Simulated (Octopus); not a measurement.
MgS under changes of volume

One of the cells (22.740 Å³/atom); the others are scaled copies at fixed shape and fractional positions:

```
CELL_PARAMETERS angstrom
0.00000 2.83312 2.83312
2.83312 0.00000 2.83312
2.83312 2.83312 0.00000
ATOMIC_POSITIONS crystal
S 0.25000 0.25000 0.25000
Mg 0.00000 0.00000 0.00000
```

The cell comes from a database or a generator and needn't be the stable form of this composition.

- Program: Octopus 16.4
- Functional: PBEsol
- Potentials or basis: pseudodojo_pbesol (PseudoDojo 0.4, PBEsol)
- Grid spacing: 0.129 Å
- k mesh: 8 × 8 × 8
- Occupations: fermi-dirac, width 0.05 eV
- Spin: no spin polarisation

```tsv
volume (Å³/atom)	energy over the lowest point (meV/atom)	gap on the mesh (eV)
21.376	?	?
21.831	9.74	3.48
22.285	3.07	3.37
22.740	0.00	3.28
23.195	0.72	3.18
23.650	4.97	3.09
24.105	12.84	3.00
```

**Question.** What does the run at 21.376 Å³/atom give?

**Answer.** Energy over the lowest point 20.26 meV/atom; gap on the mesh 3.58 eV.

Worked out: A Birch-Murnaghan fit of order 3 (a polynomial in V^(-2/3)) to the other rows has its minimum at 22.89 Å³/atom with B0 = V·E''(V) = 65 GPa (rough, since the energies scatter). It gives 20.12 meV/atom at 21.376 Å³/atom, against the run's 20.26. A straight line through the other rows of the gap, of slope -4.82 eV per unit of ln V (its deformation potential), extrapolates to 3.58 eV, against the run's 3.58.

Energies are extrapolated to zero smearing.

A mesh can miss the band edges.
